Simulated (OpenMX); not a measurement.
ZnS:

```
CELL_PARAMETERS angstrom
0.00000 2.70200 2.70200
2.70200 0.00000 2.70200
2.70200 2.70200 0.00000
ATOMIC_POSITIONS crystal
Zn 0.75000 0.75000 0.75000
S 0.00000 0.00000 0.00000
```

Base run:

```yaml
Program: OpenMX 3.8.5
Functional: PBE
Potentials_or_basis: OpenMX 2013 PBE set, Zn6.0H-s2p2d1, S7.0-s2p2d1, grid cutoff 500 Ry
k_mesh: 9 × 9 × 9
Occupations: fermi-dirac, width 0.05 eV
Spin: no spin polarisation
```

Its results: band gap on the k mesh 2.42 eV, direct; pressure 5.5 GPa.

Problem. The run is repeated on the same cell with these changes: potentials or basis from OpenMX 2013 PBE set, Zn6.0H-s2p2d1, S7.0-s2p2d1, grid cutoff 500 Ry to OpenMX 2013 PBE set, Zn6.0H-s3p2d2f1, S7.0-s3p2d2f1, grid cutoff 500 Ry. What comes out?

Solution. Band gap on the k mesh 2.25 eV, direct; pressure 4.7 GPa.

Caveats: the basis of atomic orbitals isn't converged, which shifts pressures, moduli and gaps; the transition metal has a single d function, too few for pressures, volumes and moments (some runs).
